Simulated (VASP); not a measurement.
A run of VASP 6.6.1 is set up as follows.

File INCAR:

```
SYSTEM = Cs4H5
  PREC = Accurate
  ENCUT = 520
  EDIFF = 1E-7
  ISMEAR = 0
  SIGMA = 0.05
  LREAL = .FALSE.
  LASPH = .TRUE.
  NELM = 100
  ALGO = Normal
  ISIF = 2
  LWAVE = .FALSE.
  LCHARG = .FALSE.
  GGA = CA
  NBANDS = 30
```

The input KPOINTS:

```
Automatic mesh
0
G
  3 3 3
  0 0 0
```

POSCAR

```
Cs4H5
1.0
    0.0000000000      6.3760000000      6.3760000000
    6.3760000000      0.0000000000      6.3760000000
    3.1880000000      3.1880000000      0.0000000000
Cs H
4 5
Direct
    0.0000000000      0.0000000000      0.0000000000
    0.0000000000      0.5000000000      0.0000000000
    0.5000000000      0.0000000000      0.0000000000
    0.5000000000      0.5000000000      0.0000000000
    0.2500000000      0.2500000000      0.5000000000
    0.2500000000      0.7500000000      0.5000000000
    0.7500000000      0.2500000000      0.5000000000
    0.7500000000      0.7500000000      0.5000000000
   -0.1560147428     -0.0501806775      0.7061954203
```

Potentials or basis: VASP PAW LDA potentials, release 64 (Cs_sv, H).

Launch:

```console
$ cat potpaw_LDA.64/Cs_sv/POTCAR potpaw_LDA.64/H/POTCAR > POTCAR
$ mpirun -np 1 vasp_std > vasp.out
```

Problem. What does it give for the pressure?

Solution. -1.0 GPa.

Problem. Predict the band gap on the k mesh.

Solution. None (metal or under the smearing width).

Forces in eV/Å, atoms in the order of the input:
```
Cs  -0.085  0.085  0.314
Cs   0.058 -0.058  0.110
Cs   0.191 -0.191 -0.295
Cs   0.039 -0.039 -0.020
H    0.025 -0.025  0.102
H   -0.122  0.122 -0.022
H   -0.076  0.076 -0.106
H   -0.024  0.024 -0.081
H   -0.005  0.005 -0.003
```

Caveat: the k mesh is coarse (spacing up to 0.57 Å⁻¹), so the values aren't converged. The run has no spin-orbit coupling, so splittings on Cs are missing.
